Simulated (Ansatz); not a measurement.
Phase order of Cu

Structure types of Cu are relaxed in primitive cells with their symmetry kept at 0 GPa, first on PAW files, then by LAPW. The enthalpy is E + pV at zero temperature, without zero-point motion. Only the types listed were tried, and differences under about 5 meV/atom are mesh noise.

Computed with Ansatz 0.2.0; functional PBE, scalar-relativistic. Settings: Fermi–Dirac smearing of 0.05 eV, no spin polarisation. Methods: LAPW: all electrons, basis error target 0.5 meV/atom; PAW: frozen-core files, cutoff 420 eV.

k meshes: fcc 19×19×19, bcc 20×20×20, hcp 18×18×10.

```json
{"start type": "fcc", "ends as": "fcc, Fm-3m", "a, b, c (Å)": "3.629, 3.629, 3.629", "V (Å³/atom)": "11.95", "H − H(lowest), LAPW (meV/atom)": "0.0"}
{"start type": "bcc", "ends as": "bcc, Im-3m", "a, b, c (Å)": "2.885, 2.885, 2.885", "V (Å³/atom)": "12.00", "H − H(lowest), LAPW (meV/atom)": "?"}
{"start type": "hcp", "ends as": "hcp, P6_3/mmc", "a, b, c (Å)": "2.568, 2.568, 4.195", "V (Å³/atom)": "11.98", "H − H(lowest), LAPW (meV/atom)": "8.8"}
```

Q: Fill in "H − H(lowest), LAPW (meV/atom)" for the row "bcc".

A: 37.9.
